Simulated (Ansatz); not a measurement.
We consider rock-salt NaBr, described by HSE06-D3(BJ) in Ansatz (PAW).

Settings: plane-wave cutoff 460 eV, 8×8×8 k mesh, Fermi–Dirac smearing 0.01 eV, scalar-relativistic PAW data made under PBE.

A third-order Birch–Murnaghan fit to the energies gives V0 = 24.752 Å³/atom, B0 = 25.5 GPa, B′ = 4.7.

```json
[
 {"V (Å³/atom)": "23.515", "P (GPa)": "1.474"},
 {"V (Å³/atom)": "24.133", "P (GPa)": "___"},
 {"V (Å³/atom)": "24.461", "P (GPa)": "___"},
 {"V (Å³/atom)": "24.752", "P (GPa)": "-0.002"},
 {"V (Å³/atom)": "25.371", "P (GPa)": "___"},
 {"V (Å³/atom)": "26.162", "P (GPa)": "___"}
]
```

Task: Estimate the withheld pressures from this fit; the answers are the runs' own values.

Result: 
- 24.133, P (GPa): 0.684
- 24.461, P (GPa): 0.308
- 25.371, P (GPa): -0.597
- 26.162, P (GPa): -1.245

The formula P = (3/2) B0 (x^(7/3) − x^(5/3)) [1 + (3/4)(B′ − 4)(x^(2/3) − 1)] with x = V0/V meets the computed pressures within 0.01 GPa when these rounded values are put in.

Measured, for comparison: bulk modulus 22.6 GPa (4 K, zero-point motion not removed; as tabulated in Doll and Stoll (1998), arXiv:cond-mat/9801031); equilibrium volume per atom 26.01 Å³/atom (low temperature, zero-point motion not removed; as tabulated in Doll and Stoll (1998), arXiv:cond-mat/9801031). Computed (rounded) less measured: bulk modulus +13 %, equilibrium volume per atom -4.8 %.

Static lattice: no zero-point or thermal effects.

Ansatz is an electronic-structure program.
